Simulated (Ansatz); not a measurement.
# HfO2 (Pnma) in Ansatz: relaxation of cell and atoms with RPBE+D3(BJ)

Aim: the relaxation of cell and atoms of HfO2 with RPBE+D3(BJ).

Everything below comes from runs of Ansatz 0.2.0. Logs are shortened: lines on timing, memory, paths and dates and some standing lists are left out, and cuts for length are marked.

## (1) The crystal as given

The structure is orthorhombic, space group Pnma (No. 62). The conventional cell has a = 5.556 Å, b = 3.334 Å, c = 6.505 Å, α = 90.00°, β = 90.00°, γ = 90.00°. Hf (site symmetry m) is surrounded by 7 O at 2.14 to 2.27 Å. O (site symmetry m) is surrounded by 4 Hf at 2.14 to 2.17 Å. O (site symmetry m) has 3 Hf at 2.16 to 2.27 Å as nearest neighbours.

Measurements of this composition are mostly on another form, of space group No. 14.

## (2) Relaxation of cell and atoms, RPBE+D3(BJ)

input.yaml reads:

```yaml
crystal:
  lattice:
    - [5.556395, 0.0, 0.0]
    - [0.0, 3.333597, 0.0]
    - [0.0, 0.0, 6.504995]
  atoms:
    - { symbol: Hf, position: [0.748682, 0.75, 0.607871] }
    - { symbol: Hf, position: [0.251318, 0.25, 0.392129] }
    - { symbol: Hf, position: [0.248682, 0.75, 0.892129] }
    - { symbol: Hf, position: [0.751318, 0.25, 0.107871] }
    - { symbol: O, position: [0.639499, 0.25, 0.4234] }
    - { symbol: O, position: [0.360501, 0.75, 0.5766] }
    - { symbol: O, position: [0.139499, 0.25, 0.0766] }
    - { symbol: O, position: [0.860501, 0.75, 0.9234] }
    - { symbol: O, position: [0.520794, 0.25, 0.841453] }
    - { symbol: O, position: [0.479206, 0.75, 0.158547] }
    - { symbol: O, position: [0.020794, 0.25, 0.658547] }
    - { symbol: O, position: [0.979206, 0.75, 0.341453] }
hamiltonian:
  xc: rpbe
  pseudopotentials: { kind: paw }
  dispersion: d3bj
kpoints:
  mp_grid: { grid: [5, 8, 4] }
scf:
  occupations: { method: fermi_dirac, width: 0.05 }
output:
  forces: true
  stress: true
  eigenvalues: true
relax:
  f_tol: 0.01
  max_steps: 40
  cell: { stress_tol: 0.05 }
```

Potentials or basis: Ansatz PAW.

Run with:

```sh
> ansatz run input.yaml --threads 4 --pin off --max-ram 11264MiB --backend cpu --events-out ev --progress --plain --runs-dir out
```

The log of the run:

```text
Warning: RAYON_NUM_THREADS=4 ignored (pool sized by the plan → 4); use --threads N
Engine: ansatz 0.2.0, aarch64-unknown-linux-gnu
Pseudopotentials: kind: paw
Pseudopotential: Hf, paw, valence charge 26, recommended cutoff 420 eV (normal), Hf.paw.azcp
Pseudopotential: O, paw, valence charge 6, recommended cutoff 420 eV (normal), O.paw.azcp
Functional definition: RPBE
  parameter kappa = 0.804
  parameter beta = 0.06672455060314922
  exchange = rpbe_x(kappa = kappa, mu = beta*pi^2/3)
  correlation = pbe_c(beta = beta)
Crystal: 12 atoms, lattice volume = 120.491 Å³
Basis set: ecut = 420 eV, 2361 PW (Γ), exchange–correlation on 80×48×90 points (8 copies of the dense FFT grid, shifted against one another)
Bands: 92, of which v1, the nominal top of the filled ones, is band 76 counted from 1 (75 counted from 0)
Symmetry: 8 space group operations
Space group: Pnma (ITA 62), of the structure as read, at distance tolerance 4.9e-5 Å
k-points: 45 of 160
Non-local potential: Hf, projectors of the file, l = 0: 3, l = 1: 2, l = 2: 2, l = 3: 3
Non-local potential: O, projectors of the file, l = 0: 2, l = 1: 2, l = 2: 1
PAW form: soft (Blöchl's): semilocal exchange-correlation on the pseudo side does not see the compensation charge
PAW frozen core: Hf, regenerated for the run's functional, and the local potential with it (the file was generated under x = pbe(κ = 0.804, μ = 0.2195149727645171), c = pbe(β = 0.06672455060314922))
PAW frozen core: O, regenerated for the run's functional, and the local potential with it (the file was generated under x = pbe(κ = 0.804, μ = 0.2195149727645171), c = pbe(β = 0.06672455060314922))
PAW one-centre angular grid: Hf, 590 points (default); XC on 64 Gauss nodes
PAW one-centre angular grid: O, 110 points (default); XC on 64 Gauss nodes
Initial density: superposition of atomic densities (neutral atoms: chi_scale 0, normalization atom), corrected by the library's trained network
Initial wavefunctions: pseudopotential atomic-orbital guess
Functional: x = rpbe, c = pbe(β = 0.06672455060314922)
SCF iter   1: F=—  HF=-67525.137044 eV  |F-HF|=—  |Δ(HF+E_count)|=         —  Δρ=5.36e-3  dr2=2.88e-2  ethr=1.77e-3  ⟨swp⟩=5.2  Hψ=12766  notcnv=0  defer=124
preconditioner: auto → Resta (q_TF=auto, 2.836 Å⁻¹)  ε∞=5.8  [insulator: Δε(μ)=3.518 eV  Ē_g=18.445 eV  σ=0.050 eV  W_gap=1.00  n_scr=42 (ndim 8)  ℏωp=40.6 eV  f_vac=0.000  D(μ)=0.00/eV (n_scr^D=0)  ε∞_Penn≈5.8]
SCF iter   2: F=—  HF=-67525.135270 eV  |F-HF|=—  |Δ(HF+E_count)|=   1.77e-3  Δρ=2.79e-3  dr2=5.01e-3  ethr=1.90e-5  ⟨swp⟩=2.0  Hψ=7248  notcnv=0  defer=179
SCF iter   3: F=—  HF=-67525.136180 eV  |F-HF|=—  |Δ(HF+E_count)|=   9.10e-4  Δρ=1.10e-3  dr2=1.26e-3  ethr=3.30e-6  ⟨swp⟩=2.0  Hψ=4737  notcnv=0  defer=179
SCF iter   4: F=—  HF=-67525.136246 eV  |F-HF|=—  |Δ(HF+E_count)|=   6.65e-5  Δρ=2.63e-4  dr2=5.95e-5  ethr=8.28e-7  ⟨swp⟩=2.0  Hψ=6720  notcnv=0  defer=179
SCF iter   5: F=—  HF=-67525.136116 eV  |F-HF|=—  |Δ(HF+E_count)|=   1.31e-4  Δρ=1.30e-4  dr2=1.69e-5  ethr=3.91e-8  ⟨swp⟩=2.0  Hψ=7137  notcnv=0  defer=179
SCF iter   6: F=—  HF=-67525.136121 eV  |F-HF|=—  |Δ(HF+E_count)|=   5.03e-6  Δρ=4.83e-5  dr2=2.66e-6  ethr=1.11e-8  ⟨swp⟩=2.0  Hψ=7136  notcnv=0  defer=179
SCF iter   7: F=—  HF=-67525.136121 eV  |F-HF|=—  |Δ(HF+E_count)|=   4.53e-8  Δρ=2.05e-5  dr2=3.86e-7  ethr=1.75e-9  ⟨swp⟩=2.0  Hψ=7136  notcnv=0  defer=179
SCF iter   8: F=-67525.136120 eV  HF=-67525.136120 eV  |F-HF|=3.92e-8  |Δ(HF+E_count)|=   8.04e-8  Δρ=6.77e-6  dr2=3.81e-8  ethr=6.58e-11  ⟨swp⟩=10.1  Hψ=20042  notcnv=0
SCF 1 converged in 8 iterations: F = -67525.136120 eV  dr2 = 3.81e-8
relax step   1: F+E_penalty+E_count = -67525.13612049 eV  Δ(F+E_penalty+E_count) = +0.000e0 eV  max|allowed force component| = 1.855e-1 eV/Å  Δτ_max = 0.0000 Å  P = -17.992 GPa  Ω = 120.491 Å³  (8 SCF iters, dr2 threshold 1.00e-7 eV, accepted)
Crystal: 12 atoms, lattice volume = 109.700 Å³
[... 109 lines left out ...]
SCF 11 converged in 5 iterations: F = -67525.675639 eV  dr2 = 5.16e-11
relax step  11: F+E_penalty+E_count = -67525.67563922 eV  Δ(F+E_penalty+E_count) = +6.898e-4 eV  max|allowed force component| = 2.994e-4 eV/Å  Δτ_max = 0.0000 Å  P = -0.010 GPa  Ω = 112.065 Å³  stress off target by 1.30e-2 GPa  SCF on the basis re-selected at this cell (its energy is not comparable with the rows above)  (5 SCF iters)
basis re-selected at this cell: Δ(F+E_penalty+E_count) = +6.898e-4 eV, ΔP = -0.010 GPa vs the last step (what re-selecting the basis moved, of the pressure what is left beyond the Pulay correction that the steps carried, after the strain that the cell walked since its last selection, with what the two solves' SCF thresholds leave and, on support functions, any second-order correction that the steps lacked; it is no measure of the basis error at this ecutwfc). This SCF's stress stands 1.30e-2 GPa from its target on what of the cell is left free (relax.cell.stress_tol is 5.00e-2 GPa) and its largest allowed force component is 2.99e-4 eV/Å (relax.f_tol is 1.00e-2 eV/Å): within both
SCF converged after 5 iterations
Free energy (F): -67525.675639 eV
Harris-Foulkes:  -67525.675639 eV  (|F-HF|=2.91e-11)
Internal energy: -67525.675639 eV  (E = F + TS)
E sigma→0 (E₀):  -67525.675639 eV
Fermi energy:    20.997430 eV
--- Per-component energies (eV) ---
  E_band       = 740.237379
  E_kinetic    = 3121.840393
  E_local      = -20318.174860  (includes V_loc(G=0)·N_el)
  E_nonlocal   = -4598.952699
  E_hartree    = 9475.467104
  E_xc         = -1804.711642
  E_vxc        = -1833.268077  (∫ρ·V_xc dr)
  E_paw        = -29036.422996  (= ΣΔE_a)
  E_vpaw       = 5417.838378  (= ΣTr[D̂ρ^β])
  E_aug_tail   = 0.019774  (compensation charges beyond the density's cutoff)
  E_ewald      = -24345.019271
  E_disp       = -18.810324  (pairwise vdW)
  E_core_change = -0.911118  (= ΣΔE_core)
  E_smearing   = -0.000000  (= −TS)
  E_closure    = 0.000000  (closes the sum)
  Σ components = -67525.675639   (vs F -67525.675639, Δ=0.00e0)
--- Forces (eV/Å), atoms counted from 1 ---
  atom   1  Hf    -0.00025903    -0.00000000     0.00003380
  atom   2  Hf     0.00025903     0.00000000    -0.00003380
  atom   3  Hf    -0.00025903    -0.00000000    -0.00003380
  atom   4  Hf     0.00025903     0.00000000     0.00003380
  atom   5  O     -0.00029936    -0.00000000     0.00019813
  atom   6  O      0.00029936     0.00000000    -0.00019813
  atom   7  O     -0.00029936     0.00000000    -0.00019813
  atom   8  O      0.00029936    -0.00000000     0.00019813
  atom   9  O     -0.00006543    -0.00000000    -0.00007541
  atom  10  O      0.00006543     0.00000000     0.00007541
  atom  11  O     -0.00006543    -0.00000000     0.00007541
  atom  12  O      0.00006543     0.00000000    -0.00007541
  max |Σ_I F_I| component: 5.64e-18 eV/Å
--- Stress (GPa, compression-positive) ---
       -0.005749      -0.000000      -0.000000
       -0.000000      -0.013043       0.000000
       -0.000000       0.000000      -0.010778
  P = ⅓ Tr σ = -0.0099 GPa (-0.099 kbar)
--- Band table (eV; the first three rows and the last of 45) ---
  k-point 0: bands = ["-41.3012", "-41.2752", "-41.2715", "-41.2676", "-10.6104", "-10.4036", "-10.3129", "-10.1246", "-10.1099", "-9.9760", "-9.9384", "-9.8428", "-9.8341", "-9.8190", "-9.8105", "-9.8072", "-0.1730", "1.6342", "1.8658", "2.3410", "2.5310", "2.6384", "2.7074", "2.8945", "8.8257", "8.8500", "8.8580", "8.8603", "8.8659", "8.8669", "8.8691", "8.8711", "8.8782", "8.8805", "8.8820", "8.8851", "8.8867", "8.8931", "8.8974", "8.8991", "8.8992", "8.9106", "8.9190", "8.9257", "8.9283", "8.9312", "8.9391", "8.9399", "8.9415", "8.9423", "8.9638", "8.9767", "13.6957", "13.6957", "14.0749", "14.5004", "14.5072", "14.9430", "14.9897", "15.0561", "15.4143", "15.5423", "15.6916", "15.7647", "16.4998", "16.6471", "16.8098", "17.0057", "17.2658", "17.5255", "17.9751", "18.2951", "18.2952", "19.0206", "19.1438", "19.2313", "22.6913", "23.8901", "23.9822", "24.4489", "24.8645", "25.3540", "25.3944", "26.1806", "26.2078", "26.4713", "26.4816", "26.9472", "27.0711", "27.2368", "27.7433", "27.7761"]
  k-point 1: bands = ["-41.2983", "-41.2816", "-41.2683", "-41.2673", "-10.5622", "-10.3408", "-10.2782", "-10.2561", "-10.0407", "-9.9802", "-9.9259", "-9.9220", "-9.8561", "-9.8255", "-9.8151", "-9.8052", "0.0616", "1.4085", "1.7661", "2.3190", "2.6427", "2.6568", "2.7181", "2.8708", "8.8278", "8.8492", "8.8616", "8.8671", "8.8683", "8.8687", "8.8749", "8.8769", "8.8794", "8.8815", "8.8825", "8.8834", "8.8904", "8.8906", "8.8965", "8.8965", "8.9049", "8.9081", "8.9132", "8.9210", "8.9285", "8.9300", "8.9334", "8.9357", "8.9359", "8.9374", "8.9732", "8.9871", "13.4738", "13.5828", "14.0967", "14.1594", "14.6502", "14.6954", "15.1233", "15.4111", "15.4922", "15.7087", "15.9206", "16.2113", "16.2459", "16.6311", "16.7826", "16.8489", "17.2545", "17.6826", "18.0057", "18.1069", "18.5887", "18.7923", "19.0070", "19.0142", "23.0652", "23.8634", "24.0601", "24.5578", "24.6451", "25.0080", "25.2457", "25.5991", "26.5411", "26.6290", "26.9754", "26.9949", "27.0297", "27.3573", "27.4745", "27.9975"]
  k-point 2: bands = ["-41.2908", "-41.2908", "-41.2669", "-41.2669", "-10.4380", "-10.4380", "-10.1913", "-10.1913", "-10.1004", "-10.1004", "-9.8938", "-9.8938", "-9.8822", "-9.8822", "-9.8074", "-9.8074", "0.6694", "0.6694", "2.0630", "2.0630", "2.6970", "2.6970", "2.7943", "2.7943", "8.8364", "8.8364", "8.8696", "8.8696", "8.8745", "8.8745", "8.8782", "8.8782", "8.8833", "8.8833", "8.8846", "8.8846", "8.8892", "8.8892", "8.8965", "8.8965", "8.9074", "8.9074", "8.9208", "8.9208", "8.9217", "8.9217", "8.9299", "8.9299", "8.9308", "8.9308", "8.9877", "8.9877", "13.4089", "13.4089", "13.9364", "13.9364", "15.0452", "15.0452", "15.0984", "15.0984", "15.5989", "15.5989", "16.2188", "16.2188", "16.3448", "16.3448", "17.2783", "17.2783", "17.4533", "17.4533", "17.7880", "17.7880", "18.6211", "18.6211", "18.9030", "18.9030", "23.7044", "23.7044", "24.3364", "24.3364", "24.8174", "24.8174", "24.8861", "24.8861", "26.8008", "26.8008", "26.8725", "26.8725", "27.5927", "27.5927", "27.8445", "27.8445"]
  k-point 44: bands = ["-41.2641", "-41.2641", "-41.2584", "-41.2584", "-10.5428", "-10.5428", "-10.4805", "-10.4805", "-10.0791", "-10.0791", "-10.0646", "-10.0646", "-9.9335", "-9.9335", "-9.9003", "-9.9003", "1.7836", "1.7836", "1.8772", "1.8772", "2.4924", "2.4924", "2.5315", "2.5315", "8.8593", "8.8593", "8.8598", "8.8598", "8.8781", "8.8781", "8.8804", "8.8804", "8.8898", "8.8898", "8.8972", "8.8972", "8.8995", "8.8995", "8.9059", "8.9059", "8.9111", "8.9111", "8.9134", "8.9134", "8.9235", "8.9235", "8.9328", "8.9328", "8.9422", "8.9422", "8.9469", "8.9469", "13.4172", "13.4172", "13.5978", "13.5978", "14.4199", "14.4199", "14.4733", "14.4733", "15.5617", "15.5617", "16.0788", "16.0788", "17.3493", "17.3493", "17.4214", "17.4214", "17.7922", "17.7922", "17.8370", "17.8370", "18.4499", "18.4499", "18.5017", "18.5017", "25.4508", "25.4508", "25.8129", "25.8129", "26.1017", "26.1017", "26.1422", "26.1422", "27.0371", "27.0371", "27.3275", "27.3275", "27.6239", "27.6239", "27.6296", "27.6296"]
--- Relaxed structure (9 steps of the walk, 9 accepted, 2 SCFs on fresh bases) ---
  F+E_penalty+E_count = -67525.67563922 eV   max|allowed force component| = 2.994e-4 eV/Å   (the final SCF, on the basis selected at the relaxed cell)
  cell:  # Å, volume = 112.0645 Å³
    - [5.448337674602919, 0.0, 0.0]
    - [0.0, 3.2406904721468117, 0.0]
    - [0.0, 0.0, 6.346972001905156]
  atoms:
    - { symbol: Hf, position: [0.745683574419648, 0.7500000000000002, 0.6142740717655235] }
    - { symbol: Hf, position: [0.25431642558035195, 0.25000000000000006, 0.3857259282344767] }
    - { symbol: Hf, position: [0.245683574419648, 0.7500000000000002, 0.8857259282344766] }
    - { symbol: Hf, position: [0.7543164255803518, 0.25000000000000006, 0.11427407176552348] }
    - { symbol: O, position: [0.6420761832426127, 0.25000000000000006, 0.4275812765239204] }
    - { symbol: O, position: [0.35792381675738716, 0.7500000000000002, 0.5724187234760797] }
    - { symbol: O, position: [0.14207618324261287, 0.25000000000000006, 0.07241872347607964] }
    - { symbol: O, position: [0.857923816757387, 0.7500000000000002, 0.9275812765239206] }
    - { symbol: O, position: [0.526888276384531, 0.25000000000000006, 0.8347494564060117] }
    - { symbol: O, position: [0.473111723615469, 0.7500000000000002, 0.16525054359398839] }
    - { symbol: O, position: [0.02688827638453105, 0.25000000000000006, 0.6652505435939886] }
    - { symbol: O, position: [0.9731117236154692, 0.7500000000000002, 0.33474945640601156] }
```

Wall time 94 s (4 threads of Arm Neoverse V2, shared host); peak memory 0.79 GiB.

Results:

```yaml
Free_energy: -67525.6756 eV
Relaxed_volume: 9.34 Å³/atom
Relaxed_cell: a = 5.448 Å, b = 3.241 Å, c = 6.347 Å, α = 90.00°, β = 90.00°, γ = 90.00°
Space_group_after_relaxing_to_0.05_Å: Pnma (No. 62)
Energy_gained_by_relaxing: 45.0 meV/atom
Ionic_steps: 11
Pressure_after_relaxing: 0.0 GPa
Band_gap_on_the_k_mesh: 3.46 eV, direct
```

The path:
| step | energy change (eV) | largest force (eV/Å) | volume (Å³) |
| --- | --- | --- | --- |
| 1 | 0.0000 | 0.1891 | 120.49 |
| 2 | -0.4040 | 0.7384 | 109.70 |
| 3 | -0.5483 | 0.1962 | 112.60 |
| 4 | -0.5587 | 0.1769 | 112.21 |
| 5 | -0.5683 | 0.0259 | 112.24 |
| 6 | -0.5684 | 0.0055 | 112.25 |
| 7 | -0.5684 | 0.0002 | 112.25 |
| 8 | -0.5389 | 0.0020 | 112.25 |
| 9 | -0.5404 | 0.0052 | 112.03 |
| 10 | -0.5402 | 0.0004 | 112.06 |
| 11 | -0.5395 | 0.0004 | 112.06 |

Final structure:
```cif
data_structure
_symmetry_space_group_name_H-M 'P 1'
_symmetry_Int_Tables_number 1
_cell_length_a 5.4483
_cell_length_b 3.2407
_cell_length_c 6.3470
_cell_angle_alpha 90.000
_cell_angle_beta 90.000
_cell_angle_gamma 90.000
_cell_volume 112.06
loop_
_atom_site_label
_atom_site_type_symbol
_atom_site_fract_x
_atom_site_fract_y
_atom_site_fract_z
_atom_site_occupancy
Hf1 Hf 0.74568 0.75000 0.61427 1
Hf2 Hf 0.25432 0.25000 0.38573 1
Hf3 Hf 0.24568 0.75000 0.88573 1
Hf4 Hf 0.75432 0.25000 0.11427 1
O1 O 0.64208 0.25000 0.42758 1
O2 O 0.35792 0.75000 0.57242 1
O3 O 0.14208 0.25000 0.07242 1
O4 O 0.85792 0.75000 0.92758 1
O5 O 0.52689 0.25000 0.83475 1
O6 O 0.47311 0.75000 0.16525 1
O7 O 0.02689 0.25000 0.66525 1
O8 O 0.97311 0.75000 0.33475 1
```

Caveat: odd divisions of the mesh miss points on the zone boundary, where band edges often lie, so the gap on the mesh can be too wide; the plane-wave basis is chosen anew once the cell has moved, so the energies of steps on either side of that aren't comparable; the pressure holds a Pulay correction of +0.9 GPa for the finite cutoff; spin-orbit coupling is left out, which moves the levels of the heavy elements; the PAW data sets come from PBE, with cores solved anew for the run's functional, which leaves a small shift of forces and pressure. A k mesh can miss the band edges.
